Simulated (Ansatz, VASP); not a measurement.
This is a calculation of SiNi3 for Ansatz 0.2.0.

The input input.yaml:

```yaml
crystal:
  lattice:
    - [3.611468617, 0.0, 0.0]
    - [0.0, 3.611468617, 0.0]
    - [0.0, 0.0, 3.611468617]
  atoms:
    - { symbol: Ni, position: [0.5, 0.5, 0.0], spin: 1.0 }
    - { symbol: Ni, position: [0.5, 0.0, 0.5], spin: 1.0 }
    - { symbol: Ni, position: [0.0, 0.5, 0.5], spin: 1.0 }
    - { symbol: Si, position: [0.0, 0.0, 0.0] }
hamiltonian:
  xc: pbe
  pseudopotentials: { kind: paw }
magnetization:
  spin_polarized: true
kpoints:
  mp_grid: { grid: [8, 8, 8] }
scf:
  occupations: { method: fermi_dirac, width: 0.05 }
output:
  forces: true
  stress: true
  eigenvalues: true
```

Potentials or basis: Ansatz PAW.

Command:

```bash
$ ansatz run input.yaml --threads 1 --pin off --max-ram 3584MiB --backend cpu --events-out ev --progress --plain --runs-dir out
```

**Question.** Set up the same calculation for VASP 6.6.1. Potentials there: VASP PAW PBE potentials, release 64 (Ni, Si).

**Answer.** As run (the cutoff follows the program's own potentials):

The input INCAR:

```
ALGO = Normal
EDIFF = 1E-7
ENCUT = 520
GGA = PE
ISIF = 2
ISMEAR = -1
ISPIN = 2
LASPH = True
LCHARG = False
LMAXMIX = 4
LORBIT = 11
LREAL = False
LWAVE = False
MAGMOM = 1 1 1 0
NBANDS = 29
NELM = 150
PREC = Accurate
SIGMA = 0.05
```

File KPOINTS:

```
k-points
0
Gamma
  8 8 8
```

File POSCAR:

```
SiNi3
1.0
    3.6114686170      0.0000000000      0.0000000000
    0.0000000000      3.6114686170      0.0000000000
    0.0000000000      0.0000000000      3.6114686170
Ni Si
3 1
Direct
    0.5000000000      0.5000000000      0.0000000000
    0.5000000000      0.0000000000      0.5000000000
    0.0000000000      0.5000000000      0.5000000000
    0.0000000000      0.0000000000      0.0000000000
```

Potentials or basis: VASP PAW PBE potentials, release 64 (Ni, Si).

The run is started by

```console
$ cat potpaw_PBE.64/Ni/POTCAR potpaw_PBE.64/Si/POTCAR > POTCAR
$ mpirun -np 1 vasp_std > vasp.out
```

Both were run:

|  | VASP | Ansatz | Ansatz less VASP |
| --- | --- | --- | --- |
| gap on the k mesh at the Fermi level (eV) | none | none | - |
| pressure (GPa) | -15.1 | -15.3 | -0.17 |
| net moment per atom (μB) | 0.00 | 0.00 | 0.000 |

A gap of «none» marks a metal or a gap that the smearing closes. The two sets of potentials don't hold the same shells in valence.

Caveats: the starting moments weren't kept (Ansatz).
